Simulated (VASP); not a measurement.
A run of VASP 6.6.1:

The input INCAR:

```
  PREC = Accurate
  ENCUT = 350
  EDIFF = 1E-7
  ISMEAR = 0
  SIGMA = 0.1
  LREAL = False
  LASPH = True
  NELM = 100
  ALGO = Fast
  ISIF = 3
  LWAVE = False
  LCHARG = False
  GGA = PE
  IBRION = 2
  NSW = 80
  EDIFFG = -0.002
```

KPOINTS

```
regular mesh
0
Gamma
  18 18 18
```

POSCAR

```
Si2W
1.0
   -1.6069000000      1.6069000000      3.9149500000
    1.6069000000     -1.6069000000      3.9149500000
    1.6069000000      1.6069000000     -3.9149500000
Si W
2 1
Direct
    0.3347000000      0.3347000000      0.0000000000
    0.6653000000      0.6653000000      0.0000000000
    0.0000000000      0.0000000000      0.0000000000
```

Potentials or basis: VASP PAW PBE potentials, release 64 (Si, W_sv).

Run with:

```bash
$ cat potpaw_PBE.64/Si/POTCAR potpaw_PBE.64/W_sv/POTCAR > POTCAR
$ mpirun -np 1 vasp_std > vasp.out
```

Hardware: 1 thread of Intel(R) Xeon(R) Platinum 8488C (Sapphire Rapids) (shared host).

**Question.** Estimate the wall time of this run.

**Answer.** It took 13 min on 1 thread of Intel(R) Xeon(R) Platinum 8488C (Sapphire Rapids), on a shared host, peak memory 0.3 GiB. Counts: scf iterations 76, k points 480, ion steps 11.
